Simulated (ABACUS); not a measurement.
Bi:

```
CELL_PARAMETERS angstrom
-1.98143 1.98143 1.98143
1.98143 -1.98143 1.98143
1.98143 1.98143 -1.98143
ATOMIC_POSITIONS crystal
Bi 0.00000 0.00000 0.00000
```

This isn't the form of Bi at room conditions, which is rhombohedral.

Base run:

```yaml
Program: ABACUS 3.10.1
Functional: RPBE
Potentials_or_basis: PseudoDojo NC SR 0.4.1 PBE standard
Cutoff: 898 eV
Density_cutoff: 3592 eV
Basis: plane waves
k_mesh: 7 × 7 × 7
Occupations: fermi-dirac, width 0.05 eV
Spin: no spin polarisation
```

Its results: band gap on the k mesh none (metal or under the smearing width); pressure 3.3 GPa.

Question: The run is repeated on the same cell with these changes: functional from RPBE to WC; potentials or basis from PseudoDojo NC SR 0.4.1 PBE standard to PseudoDojo NC SR 0.4.1 PBEsol standard. What comes out?

Answer: Band gap on the k mesh none (metal or under the smearing width); pressure -0.7 GPa.

Caveats: the potentials were made for another functional, which shifts forces and pressure; spin-orbit coupling is left out, which moves the levels of the heavy elements.
